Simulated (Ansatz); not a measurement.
**CdO (Fm-3m): a single-point run**

Aim: a sound single-point run of CdO (Fm-3m). The structure is shown as the input types it.

Program: Ansatz 0.2.0. Level of theory: DFT PBE, scalar-relativistic, plane waves, PAW. These are calculated values, not measurements.

## Step 1: Starting point

The structure is cubic, space group Fm-3m (No. 225). The conventional cell has a = 4.768 Å, b = 4.768 Å, c = 4.768 Å, α = 90.00°, β = 90.00°, γ = 90.00°. Around Cd (site symmetry m-3m) lie 6 O at 2.38 Å. O (site symmetry m-3m) has 6 Cd at 2.38 Å in its first shell of neighbours.

As a file:

```
CELL_PARAMETERS angstrom
0.00000 2.38381 2.38381
2.38381 0.00000 2.38381
2.38381 2.38381 0.00000
ATOMIC_POSITIONS crystal
Cd 0.00000 0.00000 0.00000
O 0.50000 0.50000 0.50000
```

## Step 2: Running it

input.yaml

```yaml
crystal:
  lattice:
    - [0.0, 2.3838145603, 2.3838145603]
    - [2.3838145603, 0.0, 2.3838145603]
    - [2.3838145603, 2.3838145603, 0.0]
  atoms:
    - { symbol: Cd, position: [0.0, 0.0, 0.0] }
    - { symbol: O, position: [0.5, 0.5, 0.5] }
basis:
  ecutwfc: 420
  ecutrho_ratio: 4
kpoints:
  mp_grid: { grid: [12, 12, 12] }
hamiltonian:
  xc: pbe
scf:
  occupations: { method: fixed }
  max_iter: 80
output:
  forces: true
  stress: true
```

Launch:

```console
$ ansatz run input.yaml --threads 4 --pin off --max-ram 7168MiB --backend cpu --events-out ev --progress --plain --runs-dir out
```

**Question.** How will this run end, and is anything wrong with its input?

This run ends as converged, with warnings (band overlap at count, metallic iterate). That alone doesn't make the input a sound one.

Look at the input: scf.occupations.method is fixed; scf.occupations.width is missing. The risk: fixed occupations where they can't hold. It still converged here, which does not make the setting sound.

To check: set scf.occupations.method to gaussian and scf.occupations.width to 0.05.
